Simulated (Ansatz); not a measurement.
# MoS2: the cell at several levels of theory, part 2 of 3

Ansatz 0.2.0, plane waves.

## (3) Relaxation with r2SCAN+rVV10

It starts from the cell of step 2.

File input.yaml:

```yaml
crystal:
  lattice:
    - [3.1491490723, 0.0, 0.0]
    - [-1.5745745361, 2.7272430969, 0.0]
    - [0.0, 0.0, 12.0886643159]
  atoms:
    - { symbol: Mo, position: [0.3333333333, 0.6666666667, 0.25] }
    - { symbol: Mo, position: [0.6666666667, 0.3333333333, 0.75] }
    - { symbol: S, position: [0.6666666667, 0.3333333333, 0.3795281438] }
    - { symbol: S, position: [0.6666666667, 0.3333333333, 0.1204718562] }
    - { symbol: S, position: [0.3333333333, 0.6666666667, 0.8795281438] }
    - { symbol: S, position: [0.3333333333, 0.6666666667, 0.6204718562] }
kpoints:
  mp_grid: { grid: [12, 12, 2] }
hamiltonian:
  xc: r2scan
  dispersion: rvv10
scf:
  occupations: { method: fermi_dirac, width: 0.02 }
relax:
  f_tol: 0.005
  cell: {}
```

On the command line:

```bash
$ ansatz run input.yaml --threads 4 --pin off --max-ram 7372MiB --backend cpu --events-out ev --progress --plain --runs-dir out
```

The program printed:

```text
Warning: RAYON_NUM_THREADS=4 ignored (pool sized by the plan → 4); use --threads N
Engine: ansatz 0.2.0, aarch64-unknown-linux-gnu
Pseudopotentials: kind: paw
Pseudopotential: Mo, paw, valence charge 14, recommended cutoff 500 eV (meta_gga), Mo.paw.azcp
Pseudopotential: S, paw, valence charge 6, recommended cutoff 500 eV (meta_gga), S.paw.azcp
Functional definition: r2SCAN+rVV10
  parameter k0 = 0.174
  parameter k1 = 0.065
  parameter a1 = 4.9479
  exchange = r2scan_x(k0 = k0, k1 = k1, a1 = a1)
  correlation = r2scan_c + rvv10(11.95, 0.0093)
Crystal: 6 atoms, lattice volume = 103.823 Å³
Basis set: ecut = 500 eV, 2625 PW (Γ), exchange–correlation on 108×108×400 points (64 copies of the dense FFT grid, shifted against one another)
Bands: 32, of which v1, the nominal top of the filled ones, is band 26 counted from 1 (25 counted from 0)
Symmetry: 24 space group operations
Space group: P63/mmc (ITA 194), of the structure as read, at distance tolerance 4.7e-5 Å
k-points: 38 of 288
Non-local potential: Mo, projectors of the file, l = 0: 3, l = 1: 2, l = 2: 2, l = 3: 1
Non-local potential: S, projectors of the file, l = 0: 2, l = 1: 2, l = 2: 2
PAW form: soft (Blöchl's): semilocal exchange-correlation on the pseudo side does not see the compensation charge
rVV10 density: all electrons in the spheres
PAW frozen core: Mo, regenerated for the run's functional (the file was generated under x = pbe(κ = 0.804, μ = 0.2195149727645171), c = pbe(β = 0.06672455060314922))
PAW frozen core: S, regenerated for the run's functional (the file was generated under x = pbe(κ = 0.804, μ = 0.2195149727645171), c = pbe(β = 0.06672455060314922))
PAW one-centre angular grid: Mo, 590 points (default); XC on 160 Gauss nodes
PAW one-centre angular grid: S, 302 points (default); XC on 160 Gauss nodes
Initial density: superposition of atomic densities (neutral atoms: chi_scale 0, normalization atom), corrected by the library's trained network
Initial wavefunctions: pseudopotential atomic-orbital guess
Functional: x = r2scan, c = r2scan + rvv10(b = 11.95, C = 0.0093); τ floored in thin density (d = 2e-4 eV/Å³)
SCF iter   1: F=—  HF=-13559.081939 eV  |F-HF|=—  |Δ(HF+E_count)|=         —  Δρ=1.11e-2  dr2=1.88e-1  dr2_τ=1.03e-1  ethr=1.77e-3  ⟨swp⟩=7.1  Hψ=5524  notcnv=0
preconditioner: auto → Resta (q_TF=auto, 2.431 Å⁻¹)  ε∞=7.9  [insulator: Δε(μ)=0.844 eV  Ē_g=8.337 eV  σ=0.020 eV  W_gap=1.00  n_scr=26 (ndim 8)  ℏωp=21.9 eV  f_vac=0.010  D(μ)=0.00/eV (n_scr^D=0)  ε∞_Penn≈7.9]
SCF iter   2: F=—  HF=-13559.159157 eV  |F-HF|=—  |Δ(HF+E_count)|=   7.72e-2  Δρ=5.42e-3  dr2=1.36e-2  dr2_τ=6.48e-3  ethr=3.61e-4  ⟨swp⟩=3.1  Hψ=2501  notcnv=0  defer=57
SCF iter   3: F=—  HF=-13559.163413 eV  |F-HF|=—  |Δ(HF+E_count)|=   4.26e-3  Δρ=3.08e-3  dr2=5.59e-3  dr2_τ=3.86e-4  ethr=2.62e-5  ⟨swp⟩=2.0  Hψ=1777  notcnv=0  defer=57
SCF iter   4: F=—  HF=-13559.166047 eV  |F-HF|=—  |Δ(HF+E_count)|=   2.63e-3  Δρ=3.19e-4  dr2=1.33e-4  dr2_τ=1.03e-5  ethr=1.07e-5  ⟨swp⟩=2.2  Hψ=1942  notcnv=0  defer=57
SCF iter   5: F=—  HF=-13559.166073 eV  |F-HF|=—  |Δ(HF+E_count)|=   2.60e-5  Δρ=1.06e-4  dr2=2.57e-5  dr2_τ=1.53e-6  ethr=2.55e-7  ⟨swp⟩=2.2  Hψ=2021  notcnv=0  defer=57
SCF iter   6: F=—  HF=-13559.166077 eV  |F-HF|=—  |Δ(HF+E_count)|=   4.75e-6  Δρ=2.06e-5  dr2=5.35e-7  dr2_τ=2.82e-8  ethr=4.95e-8  ⟨swp⟩=2.0  Hψ=1640  notcnv=0  defer=57
SCF iter   7: F=-13559.166078 eV  HF=-13559.166078 eV  |F-HF|=4.54e-9  |Δ(HF+E_count)|=   2.02e-7  Δρ=3.88e-6  dr2=1.58e-8  dr2_τ=7.53e-10  ethr=1.92e-10  ⟨swp⟩=5.0  Hψ=4753  notcnv=0
SCF 1 converged in 7 iterations: F = -13559.166078 eV  dr2 = 1.58e-8
relax step   1: F+E_penalty+E_count = -13559.16607765 eV  Δ(F+E_penalty+E_count) = +0.000e0 eV  max|allowed force component| = 1.423e-1 eV/Å  Δτ_max = 0.0000 Å  P = +1.832 GPa  Ω = 103.823 Å³  (7 SCF iters, dr2 threshold 1.00e-7 eV, accepted)
Crystal: 6 atoms, lattice volume = 114.403 Å³
Basis set: ecut = 500 eV, 2873 PW (Γ), exchange–correlation on 108×108×400 points (64 copies of the dense FFT grid, shifted against one another)
rVV10 density: all electrons in the spheres
Initial density: handed on by an earlier stage of this run
Initial wavefunctions: those handed on with the density
iter 1 solved again at ethr=2.66e-4 eV; its pass at ethr=3.10e-3 eV (dr2=1.38e-1 eV) is discarded
SCF iter   1: F=—  HF=-13558.291047 eV  |F-HF|=—  |Δ(HF+E_count)|=         —  Δρ=1.02e-2  dr2=1.39e-1  dr2_τ=5.10e-1  ethr=2.66e-4  ⟨swp⟩=1.1  Hψ=6814  notcnv=0
automatic band count: iteration 1 solves 31 bands in place of 32: the levels show a gap, and the empty bands left out lie too high to hold charge; the band table lists the bands solved (type scf.n_extra_bands for more)
preconditioner: auto → Resta (q_TF=auto, 2.392 Å⁻¹)  ε∞=7.9  [insulator: Δε(μ)=0.645 eV  Ē_g=7.915 eV  σ=0.020 eV  W_gap=1.00  n_scr=26 (ndim 8)  ℏωp=20.8 eV  f_vac=0.057  D(μ)=0.00/eV (n_scr^D=0)  ε∞_Penn≈7.9]
SCF iter   2: F=—  HF=-13559.099815 eV  |F-HF|=—  |Δ(HF+E_count)|=   8.09e-1  Δρ=6.93e-3  dr2=6.43e-2  dr2_τ=1.22e-3  ethr=2.66e-4  ⟨swp⟩=2.8  Hψ=2404  notcnv=0
SCF iter   3: F=—  HF=-13559.096526 eV  |F-HF|=—  |Δ(HF+E_count)|=   3.29e-3  Δρ=3.53e-3  dr2=2.96e-2  dr2_τ=3.09e-3  ethr=1.24e-4  ⟨swp⟩=2.4  Hψ=2071  notcnv=0
SCF iter   4: F=—  HF=-13559.092452 eV  |F-HF|=—  |Δ(HF+E_count)|=   4.07e-3  Δρ=1.26e-3  dr2=1.88e-3  dr2_τ=2.92e-4  ethr=5.70e-5  ⟨swp⟩=2.0  Hψ=1780  notcnv=0
SCF iter   5: F=—  HF=-13559.092533 eV  |F-HF|=—  |Δ(HF+E_count)|=   8.05e-5  Δρ=5.67e-4  dr2=6.93e-4  dr2_τ=1.99e-5  ethr=3.62e-6  ⟨swp⟩=2.3  Hψ=1853  notcnv=0
SCF iter   6: F=—  HF=-13559.092607 eV  |F-HF|=—  |Δ(HF+E_count)|=   7.40e-5  Δρ=1.05e-4  dr2=1.66e-5  dr2_τ=1.14e-6  ethr=1.33e-6  ⟨swp⟩=2.1  Hψ=1702  notcnv=0
SCF iter   7: F=—  HF=-13559.092611 eV  |F-HF|=—  |Δ(HF+E_count)|=   4.77e-6  Δρ=2.02e-5  dr2=6.61e-7  dr2_τ=4.58e-8  ethr=3.20e-8  ⟨swp⟩=2.0  Hψ=1794  notcnv=0
SCF iter   8: F=-13559.092611 eV  HF=-13559.092611 eV  |F-HF|=2.44e-10  |Δ(HF+E_count)|=   1.43e-8  Δρ=4.35e-6  dr2=2.45e-8  dr2_τ=1.74e-9  ethr=1.15e-9  ⟨swp⟩=4.0  Hψ=3990  notcnv=0
SCF 2 converged in 8 iterations: F = -13559.092611 eV  dr2 = 2.45e-8
relax step   2: F+E_penalty+E_count = -13559.09261138 eV  Δ(F+E_penalty+E_count) = +7.347e-2 eV  max|allowed force component| = 6.283e-1 eV/Å  Δτ_max = 0.1263 Å  P = -0.642 GPa  Ω = 114.403 Å³  energy of the carried Pulay correction = -2.554e-3 eV  (8 SCF iters, dr2 threshold 6.00e-7 eV, rejected (line search))
Crystal: 6 atoms, lattice volume = 108.043 Å³
Basis set: ecut = 500 eV, 2763 PW (Γ), exchange–correlation on 108×108×400 points (64 copies of the dense FFT grid, shifted against one another)
rVV10 density: all electrons in the spheres
iter 1 solved again at ethr=1.19e-4 eV; its pass at ethr=3.10e-3 eV (dr2=6.20e-2 eV) is discarded
SCF iter   1: F=—  HF=-13559.140768 eV  |F-HF|=—  |Δ(HF+E_count)|=         —  Δρ=6.28e-3  dr2=6.33e-2  dr2_τ=1.71e-1  ethr=1.19e-4  ⟨swp⟩=1.6  Hψ=6549  notcnv=0
automatic band count: iteration 1 solves 31 bands in place of 32: the levels show a gap, and the empty bands left out lie too high to hold charge; the band table lists the bands solved (type scf.n_extra_bands for more)
preconditioner: auto → Resta (q_TF=auto, 2.415 Å⁻¹)  ε∞=8.1  [insulator: Δε(μ)=0.958 eV  Ē_g=8.051 eV  σ=0.020 eV  W_gap=1.00  n_scr=26 (ndim 8)  ℏωp=21.4 eV  f_vac=0.011  D(μ)=0.00/eV (n_scr^D=0)  ε∞_Penn≈8.1]
SCF iter   2: F=—  HF=-13559.198540 eV  |F-HF|=—  |Δ(HF+E_count)|=   5.78e-2  Δρ=4.15e-3  dr2=2.01e-2  dr2_τ=4.84e-4  ethr=1.19e-4  ⟨swp⟩=2.4  Hψ=2254  notcnv=0
SCF iter   3: F=—  HF=-13559.198845 eV  |F-HF|=—  |Δ(HF+E_count)|=   3.05e-4  Δρ=2.03e-3  dr2=1.23e-2  dr2_τ=1.41e-3  ethr=3.86e-5  ⟨swp⟩=2.3  Hψ=2063  notcnv=0
SCF iter   4: F=—  HF=-13559.197281 eV  |F-HF|=—  |Δ(HF+E_count)|=   1.56e-3  Δρ=6.26e-4  dr2=6.10e-4  dr2_τ=2.98e-5  ethr=2.36e-5  ⟨swp⟩=2.0  Hψ=1755  notcnv=0
SCF iter   5: F=—  HF=-13559.197229 eV  |F-HF|=—  |Δ(HF+E_count)|=   5.24e-5  Δρ=2.05e-4  dr2=9.59e-5  dr2_τ=3.88e-6  ethr=1.17e-6  ⟨swp⟩=2.3  Hψ=1840  notcnv=0
SCF iter   6: F=—  HF=-13559.197240 eV  |F-HF|=—  |Δ(HF+E_count)|=   1.15e-5  Δρ=4.60e-5  dr2=2.54e-6  dr2_τ=1.15e-7  ethr=1.84e-7  ⟨swp⟩=2.1  Hψ=1694  notcnv=0
SCF iter   7: F=—  HF=-13559.197241 eV  |F-HF|=—  |Δ(HF+E_count)|=   1.06e-6  Δρ=7.75e-6  dr2=8.74e-8  dr2_τ=3.93e-9  ethr=4.89e-9  ⟨swp⟩=2.0  Hψ=1861  notcnv=0
SCF iter   8: F=—  HF=-13559.197241 eV  |F-HF|=—  |Δ(HF+E_count)|=   1.35e-8  Δρ=2.44e-6  dr2=7.91e-9  dr2_τ=4.59e-10  ethr=1.68e-10  ⟨swp⟩=2.0  Hψ=1709  notcnv=0
SCF iter   9: F=—  HF=-13559.197241 eV  |F-HF|=—  |Δ(HF+E_count)|=  9.39e-10  Δρ=6.45e-7  dr2=6.88e-10  dr2_τ=3.35e-11  ethr=1.52e-11  ⟨swp⟩=2.8  Hψ=2055  notcnv=0
SCF iter  10: F=-13559.197241 eV  HF=-13559.197241 eV  |F-HF|=7.28e-12  |Δ(HF+E_count)|=  4.73e-11  Δρ=5.62e-8  dr2=2.55e-12  dr2_τ=2.87e-13  ethr=1.00e-12  ⟨swp⟩=3.2  Hψ=4994  notcnv=0
SCF 3 converged in 10 iterations: F = -13559.197241 eV  dr2 = 2.55e-12
relax step   3: F+E_penalty+E_count = -13559.19724122 eV  Δ(F+E_penalty+E_count) = -3.116e-2 eV  max|allowed force component| = 1.307e-2 eV/Å  Δτ_max = 0.0481 Å  P = +0.065 GPa  Ω = 108.043 Å³  energy of the carried Pulay correction = -1.049e-3 eV  (10 SCF iters, accepted)
Crystal: 6 atoms, lattice volume = 108.290 Å³
rVV10 density: all electrons in the spheres
iter 1 solved again at ethr=3.88e-7 eV; its pass at ethr=3.10e-3 eV (dr2=2.02e-4 eV) is discarded
SCF iter   1: F=—  HF=-13559.196787 eV  |F-HF|=—  |Δ(HF+E_count)|=         —  Δρ=3.89e-4  dr2=1.66e-4  dr2_τ=6.75e-4  ethr=3.88e-7  ⟨swp⟩=3.2  Hψ=6866  notcnv=0
automatic band count: iteration 1 solves 31 bands in place of 32: the levels show a gap, and the empty bands left out lie too high to hold charge; the band table lists the bands solved (type scf.n_extra_bands for more)
preconditioner: auto → Resta (q_TF=auto, 2.414 Å⁻¹)  ε∞=8.1  [insulator: Δε(μ)=1.013 eV  Ē_g=8.034 eV  σ=0.020 eV  W_gap=1.00  n_scr=26 (ndim 8)  ℏωp=21.4 eV  f_vac=0.017  D(μ)=0.00/eV (n_scr^D=0)  ε∞_Penn≈8.1]
SCF iter   2: F=—  HF=-13559.197542 eV  |F-HF|=—  |Δ(HF+E_count)|=   7.56e-4  Δρ=2.23e-4  dr2=3.17e-5  dr2_τ=3.30e-6  ethr=3.20e-7  ⟨swp⟩=2.0  Hψ=2198  notcnv=0
SCF iter   3: F=—  HF=-13559.197550 eV  |F-HF|=—  |Δ(HF+E_count)|=   7.97e-6  Δρ=7.07e-5  dr2=4.28e-6  dr2_τ=6.35e-7  ethr=6.09e-8  ⟨swp⟩=2.6  Hψ=2005  notcnv=0
SCF iter   4: F=—  HF=-13559.197551 eV  |F-HF|=—  |Δ(HF+E_count)|=   1.18e-6  Δρ=1.47e-5  dr2=3.23e-7  dr2_τ=4.10e-9  ethr=8.23e-9  ⟨swp⟩=2.7  Hψ=2010  notcnv=0
SCF iter   5: F=-13559.197551 eV  HF=-13559.197551 eV  |F-HF|=4.82e-8  |Δ(HF+E_count)|=   5.25e-8  Δρ=6.55e-6  dr2=8.34e-8  dr2_τ=8.28e-9  ethr=5.44e-10  ⟨swp⟩=4.4  Hψ=4011  notcnv=0
SCF 4 converged in 5 iterations: F = -13559.197551 eV  dr2 = 8.34e-8
relax step   4: F+E_penalty+E_count = -13559.19755145 eV  Δ(F+E_penalty+E_count) = -3.102e-4 eV  max|allowed force component| = 7.085e-3 eV/Å  Δτ_max = 0.0038 Å  P = +0.058 GPa  Ω = 108.290 Å³  energy of the carried Pulay correction = -1.109e-3 eV  (5 SCF iters, dr2 threshold 2.83e-7 eV, accepted)
Crystal: 6 atoms, lattice volume = 108.462 Å³
rVV10 density: all electrons in the spheres
iter 1 solved again at ethr=2.96e-8 eV; its pass at ethr=3.10e-3 eV (dr2=1.54e-5 eV) is discarded
SCF iter   1: F=—  HF=-13559.197323 eV  |F-HF|=—  |Δ(HF+E_count)|=         —  Δρ=1.20e-4  dr2=1.76e-5  dr2_τ=1.43e-4  ethr=2.96e-8  ⟨swp⟩=3.2  Hψ=7163  notcnv=0
automatic band count: iteration 1 solves 31 bands in place of 32: the levels show a gap, and the empty bands left out lie too high to hold charge; the band table lists the bands solved (type scf.n_extra_bands for more)
preconditioner: auto → Resta (q_TF=auto, 2.414 Å⁻¹)  ε∞=8.1  [insulator: Δε(μ)=1.021 eV  Ē_g=8.030 eV  σ=0.020 eV  W_gap=1.00  n_scr=26 (ndim 8)  ℏωp=21.4 eV  f_vac=0.017  D(μ)=0.00/eV (n_scr^D=0)  ε∞_Penn≈8.1]
SCF iter   2: F=—  HF=-13559.197511 eV  |F-HF|=—  |Δ(HF+E_count)|=   1.88e-4  Δρ=9.52e-5  dr2=9.34e-6  dr2_τ=2.31e-7  ethr=2.96e-8  ⟨swp⟩=2.0  Hψ=2166  notcnv=0
SCF iter   3: F=—  HF=-13559.197511 eV  |F-HF|=—  |Δ(HF+E_count)|=   5.77e-8  Δρ=4.25e-5  dr2=3.30e-6  dr2_τ=4.29e-7  ethr=1.80e-8  ⟨swp⟩=2.0  Hψ=1763  notcnv=0
SCF iter   4: F=—  HF=-13559.197511 eV  |F-HF|=—  |Δ(HF+E_count)|=   1.57e-8  Δρ=1.25e-5  dr2=2.57e-7  dr2_τ=3.78e-8  ethr=6.34e-9  ⟨swp⟩=2.1  Hψ=1634  notcnv=0
SCF iter   5: F=—  HF=-13559.197511 eV  |F-HF|=—  |Δ(HF+E_count)|=   7.60e-9  Δρ=7.50e-6  dr2=1.26e-7  dr2_τ=2.55e-9  ethr=4.93e-10  ⟨swp⟩=1.0  Hψ=1178  notcnv=0
SCF iter   6: F=-13559.197511 eV  HF=-13559.197511 eV  |F-HF|=6.13e-9  |Δ(HF+E_count)|=   9.49e-9  Δρ=2.19e-6  dr2=1.00e-8  dr2_τ=5.26e-10  ethr=7.91e-11  ⟨swp⟩=3.0  Hψ=4401  notcnv=0
SCF 5 converged in 6 iterations: F = -13559.197511 eV  dr2 = 1.00e-8
relax step   5: F+E_penalty+E_count = -13559.19751131 eV  Δ(F+E_penalty+E_count) = +4.014e-5 eV  max|allowed force component| = 1.796e-2 eV/Å  Δτ_max = 0.0009 Å  P = -0.113 GPa  Ω = 108.462 Å³  energy of the carried Pulay correction = -1.151e-3 eV  (6 SCF iters, dr2 threshold 4.11e-8 eV, accepted)
Crystal: 6 atoms, lattice volume = 108.431 Å³
rVV10 density: all electrons in the spheres
iter 1 solved again at ethr=1.56e-8 eV; its pass at ethr=3.10e-3 eV (dr2=8.11e-6 eV) is discarded
SCF iter   1: F=—  HF=-13559.197543 eV  |F-HF|=—  |Δ(HF+E_count)|=         —  Δρ=6.78e-5  dr2=8.18e-6  dr2_τ=1.57e-5  ethr=1.56e-8  ⟨swp⟩=2.1  Hψ=6168  notcnv=0
automatic band count: iteration 1 solves 31 bands in place of 32: the levels show a gap, and the empty bands left out lie too high to hold charge; the band table lists the bands solved (type scf.n_extra_bands for more)
preconditioner: auto → Resta (q_TF=auto, 2.414 Å⁻¹)  ε∞=8.1  [insulator: Δε(μ)=1.023 eV  Ē_g=8.035 eV  σ=0.020 eV  W_gap=1.00  n_scr=26 (ndim 8)  ℏωp=21.4 eV  f_vac=0.017  D(μ)=0.00/eV (n_scr^D=0)  ε∞_Penn≈8.1]
SCF iter   2: F=—  HF=-13559.197554 eV  |F-HF|=—  |Δ(HF+E_count)|=   1.08e-5  Δρ=3.55e-5  dr2=1.38e-6  dr2_τ=2.67e-7  ethr=1.56e-8  ⟨swp⟩=2.0  Hψ=1861  notcnv=0
SCF iter   3: F=—  HF=-13559.197554 eV  |F-HF|=—  |Δ(HF+E_count)|=   8.85e-8  Δρ=2.00e-5  dr2=4.34e-7  dr2_τ=3.19e-8  ethr=2.65e-9  ⟨swp⟩=2.2  Hψ=1632  notcnv=0
SCF iter   4: F=-13559.197554 eV  HF=-13559.197554 eV  |F-HF|=2.33e-10  |Δ(HF+E_count)|=   2.24e-9  Δρ=3.34e-6  dr2=1.04e-8  dr2_τ=5.67e-10  ethr=1.18e-10  ⟨swp⟩=3.0  Hψ=5071  notcnv=0
SCF 6 converged in 4 iterations: F = -13559.197554 eV  dr2 = 1.04e-8
relax step   6: F+E_penalty+E_count = -13559.19755405 eV  Δ(F+E_penalty+E_count) = -4.275e-5 eV  max|allowed force component| = 7.678e-5 eV/Å  Δτ_max = 0.0007 Å  P = +0.000 GPa  Ω = 108.431 Å³  energy of the carried Pulay correction = -1.143e-3 eV  (4 SCF iters, dr2 threshold 6.11e-8 eV, accepted)
Basis set: ecut = 500 eV, 2763 PW (Γ), exchange–correlation on 108×108×432 points (64 copies of the dense FFT grid, shifted against one another)
rVV10 density: all electrons in the spheres
Initial wavefunctions: pseudopotential atomic-orbital guess (no wavefunctions were taken with the density)
iter 1 solved again at ethr=1.14e-7 eV; its pass at ethr=3.10e-3 eV (dr2=5.90e-5 eV) is discarded
SCF iter   1: F=—  HF=-13559.198703 eV  |F-HF|=—  |Δ(HF+E_count)|=         —  Δρ=8.93e-5  dr2=8.99e-7  dr2_τ=8.80e-6  ethr=1.14e-7  ⟨swp⟩=3.9  Hψ=9354  notcnv=0
preconditioner: auto → Resta (q_TF=auto, 2.414 Å⁻¹)  ε∞=7.8  [insulator: Δε(μ)=1.023 eV  Ē_g=8.180 eV  σ=0.020 eV  W_gap=1.00  n_scr=26 (ndim 8)  ℏωp=21.4 eV  f_vac=0.017  D(μ)=0.00/eV (n_scr^D=0)  ε∞_Penn≈7.8]
SCF iter   2: F=—  HF=-13559.198711 eV  |F-HF|=—  |Δ(HF+E_count)|=   7.63e-6  Δρ=4.61e-5  dr2=2.36e-7  dr2_τ=3.75e-7  ethr=1.73e-9  ⟨swp⟩=2.3  Hψ=2104  notcnv=0
SCF iter   3: F=—  HF=-13559.198712 eV  |F-HF|=—  |Δ(HF+E_count)|=   1.35e-6  Δρ=3.20e-6  dr2=1.03e-8  dr2_τ=2.17e-9  ethr=4.53e-10  ⟨swp⟩=2.0  Hψ=2068  notcnv=0
SCF iter   4: F=—  HF=-13559.198712 eV  |F-HF|=—  |Δ(HF+E_count)|=   1.57e-9  Δρ=1.27e-6  dr2=4.29e-10  dr2_τ=2.88e-10  ethr=1.99e-11  ⟨swp⟩=2.2  Hψ=1714  notcnv=0
SCF iter   5: F=—  HF=-13559.198712 eV  |F-HF|=—  |Δ(HF+E_count)|=  6.31e-10  Δρ=2.70e-7  dr2=7.41e-11  dr2_τ=1.21e-11  ethr=1.00e-12  ⟨swp⟩=5.0  Hψ=4929  notcnv=0
SCF iter   6: F=-13559.198712 eV  HF=-13559.198712 eV  |F-HF|=1.82e-12  |Δ(HF+E_count)|=  4.73e-11  Δρ=6.49e-8  dr2=4.21e-12  dr2_τ=4.99e-13  ethr=1.00e-12  ⟨swp⟩=4.0  Hψ=3957  notcnv=0
SCF 7 converged in 6 iterations: F = -13559.198712 eV  dr2 = 4.21e-12
relax step   7: F+E_penalty+E_count = -13559.19871197 eV  Δ(F+E_penalty+E_count) = -1.158e-3 eV  max|allowed force component| = 5.355e-5 eV/Å  Δτ_max = 0.0000 Å  P = +0.001 GPa  Ω = 108.431 Å³  stress off target by 1.37e-3 GPa  SCF on the basis re-selected at this cell (its energy is not comparable with the rows above)  (6 SCF iters)
basis re-selected at this cell: Δ(F+E_penalty+E_count) = -1.158e-3 eV, ΔP = +0.001 GPa vs the last step (what re-selecting the basis moved, of the pressure what is left beyond the Pulay correction that the steps carried, after the strain that the cell walked since its last selection, with what the two solves' SCF thresholds leave and, on support functions, any second-order correction that the steps lacked; it is no measure of the basis error at this ecutwfc). The dense FFT grid was sized anew with the basis: this SCF ran on 27×27×108 points, the steps before it on 27×27×100, so part of this shift can come from that change (see relax.cell in the input reference). This SCF's stress stands 1.37e-3 GPa from its target on what of the cell is left free (relax.cell.stress_tol is 5.00e-2 GPa) and its largest allowed force component is 5.36e-5 eV/Å (relax.f_tol is 5.00e-3 eV/Å): within both
SCF converged after 6 iterations
Free energy (F): -13559.198712 eV
Harris-Foulkes:  -13559.198712 eV  (|F-HF|=1.82e-12)
Internal energy: -13559.198712 eV  (E = F + TS)
E sigma→0 (E₀):  -13559.198712 eV
Fermi energy:    11.084040 eV
--- Per-component energies (eV) ---
  E_band       = -361.892909
  E_kinetic    = 1308.886285
  E_local      = -4017.407286  (includes V_loc(G=0)·N_el)
  E_nonlocal   = 396.643620
  E_hartree    = 1548.983494
  E_xc         = -720.046921
  E_vxc        = -891.258774  (∫ρ·V_xc dr)
  E_paw        = -8871.551247  (= ΣΔE_a)
  E_vpaw       = -308.164523  (= ΣTr[D̂ρ^β])
  E_aug_tail   = 0.000014  (compensation charges beyond the density's cutoff)
  E_vtau       = 51.440747  (kinetic-family band-sum trace: ∫τ·v_τ [+ j·A + Jᵃ·Aᵃ] dr)
  E_ewald      = -3203.825196
  E_core_change = -0.881474  (= ΣΔE_core)
  E_smearing   = -0.000000  (= −TS)
  E_closure    = -0.000000  (closes the sum)
  Σ components = -13559.198712   (vs F -13559.198712, Δ=0.00e0)
--- Forces (eV/Å), atoms counted from 1 ---
  atom   1  Mo    -0.00000000    -0.00000000    -0.00000000
  atom   2  Mo     0.00000000     0.00000000     0.00000000
  atom   3  S     -0.00000000    -0.00000000     0.00005355
  atom   4  S      0.00000000    -0.00000000    -0.00005355
  atom   5  S      0.00000000     0.00000000     0.00005355
  atom   6  S      0.00000000     0.00000000    -0.00005355
  max |Σ_I F_I| component: 1.85e-17 eV/Å
--- Stress (GPa, compression-positive) ---
        0.001273      -0.000000      -0.000000
       -0.000000       0.001273       0.000000
       -0.000000       0.000000       0.001375
  P = ⅓ Tr σ = 0.0013 GPa (0.013 kbar)
--- Relaxed structure (6 steps of the walk, 5 accepted, 1 SCFs on fresh bases) ---
  F+E_penalty+E_count = -13559.19871197 eV   max|allowed force component| = 5.355e-5 eV/Å   (the final SCF, on the basis selected at the relaxed cell)
  cell:  # Å, volume = 108.4310 Å³
    - [3.1730199355371185, -2.9086275774078407e-11, 2.1154601224120525e-18]
    - [-1.5865099677433696, 2.7479158709041496, -1.057730061189232e-18]
    - [8.120634084467006e-18, 2.053677191688138e-33, 12.435896053442969]
  atoms:
    - { symbol: Mo, position: [0.3333333333333333, 0.6666666666666666, 0.24999999999999997] }
    - { symbol: Mo, position: [0.6666666666666665, 0.33333333333333337, 0.75] }
    - { symbol: S, position: [0.6666666666666665, 0.33333333333333337, 0.37509953100889665] }
    - { symbol: S, position: [0.6666666666666665, 0.33333333333333337, 0.12490046899110341] }
    - { symbol: S, position: [0.3333333333333333, 0.6666666666666666, 0.8750995310088965] }
    - { symbol: S, position: [0.3333333333333333, 0.6666666666666666, 0.6249004689911034] }
```

Wall time 40 s (4 threads of Arm Neoverse V1, shared host); peak memory 0.84 GiB.

Ionic steps:

| step | energy change (meV/atom) | largest force (eV/Å) | pressure (GPa) | volume (Å³/atom) |
| --- | --- | --- | --- | --- |
| 1 | 0.0 | 0.1423 | 1.83 | 17.304 |
| 2* | 12.2 | 0.6283 | -0.64 | 19.067 |
| 3 | -5.2 | 0.0131 | 0.06 | 18.007 |
| 4 | -5.2 | 0.0071 | 0.06 | 18.048 |
| 5 | -5.2 | 0.0180 | -0.11 | 18.077 |
| 6 | -5.2 | 0.0001 | 0.00 | 18.072 |
| 7 | -5.4 | 0.0001 | 0.00 | 18.072 |

A star marks a trial step that the optimiser took back.

Step 7 solves the same cell on a plane-wave basis chosen anew, so the energy can jump there without a move.

The table lists every geometry solved, with passes on a fresh basis, whose energies don't compare exactly with the rows above.

|  | before | after | change |
| --- | --- | --- | --- |
| a (Å) | 3.149 | 3.173 | +0.76 % |
| c (Å) | 12.089 | 12.436 | +2.87 % |
| volume (Å³/atom) | 17.304 | 18.072 | +4.44 % |
| shortest distance (Å) | 2.399 | 2.403 | +0.16 % |
| space group | P6_3/mmc | P6_3/mmc | same |

(Continued in part 3 of 3.)
